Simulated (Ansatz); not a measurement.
# A vibration from a frozen displacement in SiC

These are results of Ansatz, DFT r2SCAN, scalar-relativistic, plane waves, PAW, not measurements. The runs took a 500 eV cutoff, a Γ-centred 12×12×4 mesh and Gaussian smearing (0.05 eV). No spin polarisation. Energies are free energies at this smearing, counted from the undisturbed cell; pressure is positive in compression.

Reference structure (as given, not relaxed at this level; it stands at 0.4 GPa):

```yaml
crystal:
  lattice:
    - [3.07569, 0.00000, 0.00000]
    - [-1.53785, 2.66363, 0.00000]
    - [0.00000, 0.00000, 10.07065]
  atoms:
    - { symbol: Si, position: [0.66667, 0.33333, 0.93784] }
    - { symbol: Si, position: [0.33333, 0.66667, 0.43784] }
    - { symbol: Si, position: [0.00000, 0.00000, 0.68789] }
    - { symbol: Si, position: [0.00000, 0.00000, 0.18789] }
    - { symbol: C, position: [0.66667, 0.33333, 0.74980] }
    - { symbol: C, position: [0.33333, 0.66667, 0.24980] }
    - { symbol: C, position: [0.00000, 0.00000, 0.50046] }
    - { symbol: C, position: [0.00000, 0.00000, 0.00046] }
```

Atom 1 (Si) is moved by x along the Cartesian unit vector (0.707, -0.707, 0.000); the cell and all other atoms stay fixed. The cell's volume is 82.50 Å³; the moved atoms weigh 28.085 u together and the others 132.299 u.

| x (Å) | ΔE (meV/cell) | total force on the moved atoms along the move (eV/Å) | pressure (GPa) |
| --- | --- | --- | --- |
| -0.4500 | 1582.47 | 6.0661 | 5.0771 |
| -0.3375 | 952.41 | 5.0787 | 3.2350 |
| -0.2250 | 452.39 | 3.7540 | 1.7672 |
| -0.1125 | 120.94 | 2.0771 | 0.7825 |
| 0.0000 | 0.00 | 0.0000 | 0.4159 |
| 0.1125 | 139.51 | -2.5747 | 0.8569 |
| 0.2250 | 604.27 | -5.8187 | 2.3676 |
| 0.3375 | 1484.14 | -10.0126 | 5.2970 |
| 0.3938 | 2118.82 | -12.5966 | 7.4324 |
| 0.4500 | 2908.71 | -15.5886 | 10.0939 |

**Question.** What frequency belongs to this motion?

**Answer.** The force constant is k = −dF/dx = 20.675 eV/Å², from the parabola through x = -0.1125, 0 and 0.1125. In every cell the moved atoms swing against the rest, so the mass is μ = m₁m₂/(m₁ + m₂) = 23.167 u, and ν̃ = 521.5 cm⁻¹ × √(|k|/μ) = 493 cm⁻¹. The pattern needn't be a normal mode: ν̃² is then a weighted mean of the squared nonzero frequencies at the zone centre of this cell, taken without macroscopic field, so it lies between the lowest and the highest of them.

**Question.** How far does the harmonic law reach?

**Answer.** At x = -0.450 Å, kx²/2 = 2093.30 meV against the computed 1582.47 meV (-24.4 %): the well softens in this direction at large amplitude.

The well is markedly lopsided: at 0.4500 Å the displacement costs 2908.71 meV one way but only 1582.47 meV the other. The geometry explains this. Positive x drives the silicon almost head-on into one of its basal carbon neighbours, where short-range repulsion climbs steeply, while negative x stretches that bond and takes the atom towards the gap between the other two. The softening is therefore mainly a odd, cubic-type anharmonicity of a threefold site, not a general weakening of the bonds; averaged over both directions, the well is slightly stiffer than harmonic at large amplitude. Pressure rises either way, which suggests that this motion hardens under compression.

The 493 cm⁻¹ lies well below the strong transverse optical line of SiC, as it should: moving one silicon alone mixes bond-stretching optical modes with softer folded acoustic ones, in which neighbouring Si–C layers shift against each other. The gap to that line is thus no measure of the functional's accuracy.
